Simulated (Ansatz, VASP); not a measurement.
# WS2 (Tungstenite): VASP beside Ansatz

```xyz
6
Lattice="3.1462 0.0000 0.0000 -1.5731 2.7247 0.0000 0.0000 0.0000 12.6935" Properties=species:S:1:pos:R:3 pbc="T T T"
W     0.0000    1.8164    3.1734
W     1.5731    0.9082    9.5201
S     0.0000    1.8164    7.9525
S     1.5731    0.9082    1.6057
S     0.0000    1.8164   11.0877
S     1.5731    0.9082    4.7410
```

Alike in both runs: task single point; functional PBEsol; k mesh 8 × 8 × 2; no spin polarisation.

```csv
,VASP,Ansatz
version,VASP 6.6.1,Ansatz 0.2.0
potentials or method,"VASP PAW PBE potentials, release 64 (W_sv, S), cutoff 520 eV","all-electron LAPW, scalar-relativistic"
occupations,"gaussian, width 0.01 eV",fixed
```

VASP gave:

```
gap on the k mesh at the Fermi level (eV) : 1.27
pressure (GPa)                            : 0.1
rms of the force components (eV/Å)        : 0.009
```

Q: What did Ansatz give for the same quantities?

A: gap on the k mesh at the Fermi level (eV): 1.26; pressure (GPa): 0.0; rms of the force components (eV/Å): 0.000.

Atom by atom the forces differ by 0.009 eV/Å (rms over components). Ansatz ran all-electron here, so the differences hold the error of VASP's frozen core and of both bases.

Caveats: the PAW data sets were made with another functional, which shifts forces and pressure a little (VASP); spin-orbit coupling is left out, which moves the levels of the heavy elements; this functional lacks dispersion, which binds the layers, so the pressure and a relaxed spacing across them are unreliable. A hybrid or GW would open this gap; PBEsol tends to underestimate it. A k mesh can miss the band edges.
